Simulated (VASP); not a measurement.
# TiO2 (Anatase) (I4_1/amd) in VASP: core levels with PBEsol

Aim: the core levels of TiO2 (Anatase) with PBEsol.

Everything below comes from runs of VASP 6.6.1. Logs are shortened: lines on timing, memory, paths and dates and some standing lists are left out, and cuts for length are marked.

## (1) The crystal as given

It takes space group I4_1/amd (No. 141, tetragonal). The conventional cell has a = 3.784 Å, b = 3.784 Å, c = 9.515 Å, α = 90.00°, β = 90.00°, γ = 90.00°. Ti (site symmetry -4m2) is surrounded by 6 O at 1.93 to 1.98 Å. O (site symmetry 2mm) is surrounded by 3 Ti at 1.93 to 1.98 Å.

## (2) Core levels, PBEsol

Input file INCAR:

```
SYSTEM = TiO2
PREC = Accurate
ENCUT = 520
EDIFF = 1E-7
ISMEAR = -1
SIGMA = 0.02
LREAL = .False.
LASPH = .True.
NELM = 100
ALGO = Normal
ISIF = 2
LWAVE = .False.
LCHARG = .False.
GGA = PS
ICORELEVEL = 1
```

Input file KPOINTS:

```
regular mesh
0
Gamma
  8 8 8
  0 0 0
```

Input file POSCAR:

```
TiO2
1.0
   -1.8921000000      1.8921000000      4.7573000000
    1.8921000000     -1.8921000000      4.7573000000
    1.8921000000      1.8921000000     -4.7573000000
Ti O
2 4
Direct
    0.0000000000      0.0000000000      0.0000000000
    0.7500000000      0.2500000000      0.5000000000
    0.2081000000      0.2081000000      0.0000000000
    0.9581000000      0.4581000000      0.5000000000
    0.5419000000      0.0419000000      0.5000000000
    0.7919000000      0.7919000000      0.0000000000
```

Potentials or basis: VASP PAW PBE potentials, release 64 (Ti_sv, O).

Run with:

```bash
cat potpaw_PBE.64/Ti_sv/POTCAR potpaw_PBE.64/O/POTCAR > POTCAR
mpirun -np 1 vasp_std > vasp.out
```

OUTCAR:

```text
SYSTEM = TiO2
   PREC = Accurate
   ENCUT = 520
   EDIFF = 1E-7
   ISMEAR = -1
   LREAL = .False.
   LASPH = .True.
   NELM = 100
   ISIF = 2
   GGA = PS

 ion  position               nearest neighbor table
   1  0.000  0.000  0.000-   5 1.93   4 1.93   5 1.93   4 1.93   3 1.98   6 1.98
   2  0.750  0.250  0.500-   6 1.93   3 1.93   6 1.93   3 1.93   4 1.98   5 1.98
   3  0.208  0.208  0.000-   2 1.93   2 1.93   1 1.98
   4  0.958  0.458  0.500-   1 1.93   1 1.93   2 1.98
   5  0.542  0.042  0.500-   1 1.93   1 1.93   2 1.98
   6  0.792  0.792  0.000-   2 1.93   2 1.93   1 1.98

  LATTYP: Found a body centered tetragonal cell.
 ALAT       =     3.7842000000
 C/A-ratio  =     2.5142962846

  Lattice vectors:

 A1 = (  -1.8921000000,   1.8921000000,   4.7573000000)
 A2 = (   1.8921000000,  -1.8921000000,   4.7573000000)
 A3 = (   1.8921000000,   1.8921000000,  -4.7573000000)

Analysis of symmetry for initial positions (statically):
=====================================================================
 Subroutine PRICEL returns:
 Original cell was already a primitive cell.

 Routine SETGRP: Setting up the symmetry group for a
 body centered tetragonal supercell.

 Subroutine GETGRP returns: Found 16 space group operations
 (whereof  8 operations were pure point group operations)
 out of a pool of 16 trial point group operations.

The static configuration has the point symmetry D_2d.
 The point group associated with its full space group is D_4h.

Analysis of symmetry for dynamics (positions and initial velocities):
=====================================================================
 Subroutine PRICEL returns:
 Original cell was already a primitive cell.

 Routine SETGRP: Setting up the symmetry group for a
 body centered tetragonal supercell.

 Subroutine GETGRP returns: Found 16 space group operations
 (whereof  8 operations were pure point group operations)
 out of a pool of 16 trial point group operations.

The dynamic configuration has the point symmetry D_2d.
 The point group associated with its full space group is D_4h.

 Subroutine INISYM returns: Found 16 space group operations
 (whereof  8 operations are pure point group operations),
 and found     1 'primitive' translations

----------------------------------------------------------------------------------------

                                     Primitive cell

  volume of cell :      68.1253

  direct lattice vectors                    reciprocal lattice vectors
    -1.892100000  1.892100000  4.757300000     0.000000000  0.264256646  0.105101633
     1.892100000 -1.892100000  4.757300000     0.264256646  0.000000000  0.105101633
     1.892100000  1.892100000 -4.757300000     0.264256646  0.264256646  0.000000000

  length of vectors
     5.458203744  5.458203744  5.458203744     0.284390450  0.284390450  0.373715333

  position of ions in fractional coordinates (direct lattice)
     0.000000000  0.000000000  0.000000000
     0.750000000  0.250000000  0.500000000
     0.208100000  0.208100000  0.000000000
     0.958100000  0.458100000  0.500000000
     0.541900000  0.041900000  0.500000000
     0.791900000  0.791900000  0.000000000

  ion indices of the primitive-cell ions
   primitive index   ion index
                 1           1
                 2           2
                 3           3
                 4           4
                 5           5
                 6           6

----------------------------------------------------------------------------------------

 KPOINTS: regular mesh

Automatic generation of k-mesh.
 Grid dimensions read from file:
 generate k-points for:    8    8    8

 Generating k-lattice:

  Cartesian coordinates                     Fractional coordinates (reciprocal lattice)
     0.000000000  0.033032081  0.013137704     0.125000000  0.000000000 -0.000000000
     0.033032081  0.000000000  0.013137704     0.000000000  0.125000000 -0.000000000
     0.033032081  0.033032081  0.000000000     0.000000000  0.000000000  0.125000000

  Length of vectors
     0.035548806  0.035548806  0.046714417

  Shift w.r.t. Gamma in fractional coordinates (k-lattice)
     0.000000000  0.000000000  0.000000000

 Subroutine IBZKPT returns following result:
 ===========================================

 Found     59 irreducible k-points:

 Following reciprocal coordinates:
            Coordinates               Weight
  0.000000  0.000000  0.000000      1.000000
  0.125000  0.000000  0.000000      8.000000
  0.250000  0.000000  0.000000      8.000000
  0.375000  0.000000 -0.000000      8.000000
  0.500000  0.000000  0.000000      4.000000
  0.125000  0.125000  0.000000      8.000000
[... 16 lines left out ...]
  0.250000  0.125000  0.125000     16.000000
  0.375000  0.125000  0.125000      8.000000
 [... further k-points ...]
   k-points           NKPTS =     59   k-points in BZ     NKDIM =     59   number of bands    NBANDS=     28
   number of dos      NEDOS =    301   number of ions     NIONS =      6
   total plane-waves  NPLWV =  74088
   dimension x,y,z NGX =    42 NGY =   42 NGZ =   42
   dimension x,y,z NGXF=    84 NGYF=   84 NGZF=   84
   ions per type =               2   4
   NGX,Y,Z   is equivalent  to a cutoff of  12.79, 12.79, 12.79 a.u.
   NGXF,Y,Z  is equivalent  to a cutoff of  25.58, 25.58, 25.58 a.u.
 SYSTEM =  TiO2
   PREC   = accura    normal or accurate (medium, high low for compatibility)
   ISTART =      0    job   : 0-new  1-cont  2-samecut
   ICHARG =      2    charge: 1-file 2-atom 10-const
   ISPIN  =      1    spin polarized calculation?
   LNONCOLLINEAR =      F non collinear calculations
   LSORBIT =      F    spin-orbit coupling
   LASPH  =      T    aspherical Exc in radial PAW
   ENCUT  =  520.0 eV  38.22 Ry    6.18 a.u.  10.15 10.15 10.15*2*pi/ulx,y,z
   NELM   =    100;   NELMIN=  2; NELMDL= -5     # of ELM steps
   EDIFF  = 0.1E-06   stopping-criterion for ELM
   LREAL  =      F    real-space projection
   EDIFFG = 0.1E-05   stopping-criterion for IOM
   NSW    =      0    number of steps for IOM
   IBRION =     -1    ionic relax: 0-MD 1-quasi-New 2-CG
   NFREE  =      0    steps in history (QN), initial steepest desc. (CG)
   ISIF   =      2    stress and relaxation
   ISYM   =      2    0-nonsym 1-usesym 2-fastsym
   POTIM  = 0.5000    time-step for ionic-motion
   TEBEG  =    0.0;   TEEND  =   0.0 temperature during run
   PSTRESS=    0.0 pullay stress
   NELECT =      48.0000    total number of electrons
   NUPDOWN=      -1.0000    fix difference up-down
   EMIN   =  10.00;   EMAX   =-10.00  energy-range for DOS
   EFERMI =   0.00;   METHOD = LEGACY
   ISMEAR =    -1;   SIGMA  =   0.02  broadening in eV -4-tet -1-fermi 0-gaus
   EFERMI_NEDOS =   21; number of points for ismear=-14 and -15
   IALGO  =     38    algorithm
   IMIX   =      4    mixing-type and parameters
     AMIX     =   0.40;   BMIX     =  1.00
     AMIX_MAG =   1.60;   BMIX_MAG =  1.00
  volume/ion in A,a.u.               =      11.35        76.62
  Fermi-wavevector in a.u.,A,eV,Ry     =   1.456752  2.752862 28.873289  2.122127
  Thomas-Fermi vector in A             =   2.573634
   LORBIT       =      0    0 simple, 1 ext, 2 COOP (PROOUT), +10 PAW based schemes
   GGA     = PS    functional components
   LHFCALC =     F    Hartree Fock is set to
   AEXX    =    0.0000 exact exchange contribution
   IVDW    =     0    specifies the selected vdW correction
   LEPSILON=     F    determine dielectric tensor
   LRPA    =     F    only Hartree local field effects (RPA)
 non-spin polarized calculation
  energy-cutoff  :      520.00
  volume of cell :       68.13
 maximum number of plane-waves:      1850
 NGX is ok and might be reduce to    42
   NGX = 21   NGY = 21   NGZ = 21

 number of electron      47.9999989 magnetization

 Free energy of the ion-electron system (eV)
  ---------------------------------------------------
  ext. energy  EPLUGINS =         0.00000000
  ---------------------------------------------------
  free energy    TOTEN  =       -56.21725329 eV

  energy without entropy =      -56.21725329  energy(sigma->0) =      -56.21725329

 the core state eigenenergies are
   1-  1s  -4859.1711  2s   -528.2232  2p   -435.4753
   2-  1s  -4859.1711  2s   -528.2232  2p   -435.4753
   3-  1s   -501.0501
   4-  1s   -501.0501
   5-  1s   -501.0501
   6-  1s   -501.0501

 E-fermi :   3.6732     XC(G=0): -11.0182

 val. band max:        3.2443234482   @ k =  -0.3750   0.3750   0.0000
 cond. band min:       5.3375620884   @ k =   0.0000   0.0000   0.0000
 fundamental gap:      2.0932386402
 Fermi energy:         3.6731537432

 k-point     1 :       0.0000    0.0000    0.0000
  band No.  band energies     occupation
      1     -52.8509      2.00000
      2     -52.7882      2.00000
      3     -29.4390      2.00000
      4     -29.1916      2.00000
      5     -29.1916      2.00000
      6     -29.1175      2.00000
[... 20 lines left out ...]
     27       7.2506      0.00000
     28       7.2518      0.00000

 k-point     2 :       0.1250    0.0000    0.0000
  band No.  band energies     occupation
      1     -52.8488      2.00000
      2     -52.7896      2.00000
      3     -29.4345      2.00000
      4     -29.2120      2.00000
      5     -29.1931      2.00000
      6     -29.1256      2.00000
[... 20 lines left out ...]
     27       6.8622      0.00000
     28       7.0389      0.00000

 k-point     3 :       0.2500    0.0000    0.0000
  band No.  band energies     occupation
      1     -52.8432      2.00000
      2     -52.7936      2.00000
      3     -29.4241      2.00000
      4     -29.2588      2.00000
      5     -29.1964      2.00000
      6     -29.1422      2.00000
[... 175 lines left out ...]
     27       6.8637      0.00000
     28       6.9459      0.00000

 k-point     9 :       0.5000    0.1250   -0.0000
  band No.  band energies     occupation
      1     -52.8314      2.00000
      2     -52.8024      2.00000
      3     -29.4092      2.00000
      4     -29.3285      2.00000
      5     -29.2134      2.00000
      6     -29.1682      2.00000
[... 20 lines left out ...]
     27       6.9318      0.00000
     28       7.0011      0.00000

 k-point    10 :      -0.3750    0.1250    0.0000
  band No.  band energies     occupation
      1     -52.8364      2.00000
      2     -52.7981      2.00000
      3     -29.4222      2.00000
      4     -29.3039      2.00000

------------------------ aborting loop because EDIFF is reached ----------------------------------------

  FORCE on cell =-STRESS in cart. coord.  units (eV):
  Direction    XX          YY          ZZ          XY          YZ          ZX
  --------------------------------------------------------------------------------------
  -------------------------------------------------------------------------------------
  Total       -0.3054137     -0.3054137      0.1187583      0.0000000      0.0000000      0.0000000
  in kB       -7.1827446     -7.1827446      2.7929679      0.0000000      0.0000000      0.0000000
  external PRESSURE =      -3.8575071 kB  Pullay stress =       0.0000000 kB

 VOLUME and BASIS-vectors are now :
 -----------------------------------------------------------------------------
  energy-cutoff  :      520.00
  volume of cell :       68.13
      direct lattice vectors                 reciprocal lattice vectors
    -1.892100000  1.892100000  4.757300000     0.000000000  0.264256646  0.105101633
     1.892100000 -1.892100000  4.757300000     0.264256646  0.000000000  0.105101633
     1.892100000  1.892100000 -4.757300000     0.264256646  0.264256646  0.000000000

 POSITION                                       TOTAL-FORCE (eV/Angst)
 -----------------------------------------------------------------------------------
      0.00000      0.00000      0.00000        -0.000000     -0.000000     -0.000000
      0.00000      1.89210      2.37865        -0.000000     -0.000000     -0.000000
      0.00000      0.00000      1.97999         0.000000      0.000000      0.012198
      0.00000      1.89210      4.35864         0.000000      0.000000      0.012198
      0.00000      1.89210      0.39866         0.000000      0.000000     -0.012198
      0.00000      0.00000      7.53461        -0.000000     -0.000000     -0.012198
 -----------------------------------------------------------------------------------
    total drift:                                0.000000      0.000000      0.000000

  FREE ENERGIE OF THE ION-ELECTRON SYSTEM (eV)
  ---------------------------------------------------
  free  energy   TOTEN  =       -56.2172532858 eV

  energy  without entropy=      -56.2172532857  energy(sigma->0) =      -56.21725329
```

It took 2.4 min on 1 thread of Intel Xeon Platinum 8488C (Sapphire Rapids), shared host; peak memory 0.29 GiB.

Results:

| Item | Value |
| --- | --- |
| Free energy | -56.2173 eV |
| Pressure | -0.4 GPa |
| Largest force | 0.012 eV/Å |
| Band gap on the k mesh | 2.09 eV, indirect (least direct gap 2.40 eV) |

Forces on the atoms (eV/Å):
```
Ti   0.000  0.000  0.000
Ti   0.000  0.000  0.000
O    0.000  0.000  0.012
O    0.000  0.000  0.012
O    0.000  0.000 -0.012
O    0.000  0.000 -0.012
```

Stress tensor (GPa, compression positive):
```
-0.72  0.00  0.00
 0.00 -0.72  0.00
 0.00  0.00  0.28
```

Levels at points of the mesh, in eV from the valence-band top:
```tsv
k point	band 22	band 23	band 24	band 25	band 26	band 27
(0.00, 0.00, 0.00)	-0.73	-0.44	-0.44	2.09	2.86	4.01
(0.50, 0.00, 0.00)	-0.93	-0.81	-0.60	3.24	3.56	3.58
(0.50, 0.50, 0.00)	-2.06	0.00	0.00	3.36	3.36	3.85
(0.50, 0.50, 0.50)	-1.24	-0.08	-0.08	2.46	2.46	3.79
```

Core levels (eV, on the scale of the bands):
```tsv
atom	levels
1 Ti	1s -4859.2, 2s -528.2, 2p -435.5
2 Ti	1s -4859.2, 2s -528.2, 2p -435.5
3 O	1s -501.1
4 O	1s -501.1
5 O	1s -501.1
6 O	1s -501.1
```

Caveat: the PAW data sets were made with another functional, which shifts forces and pressure a little. As with any semilocal functional, this PBEsol gap is likely too small.
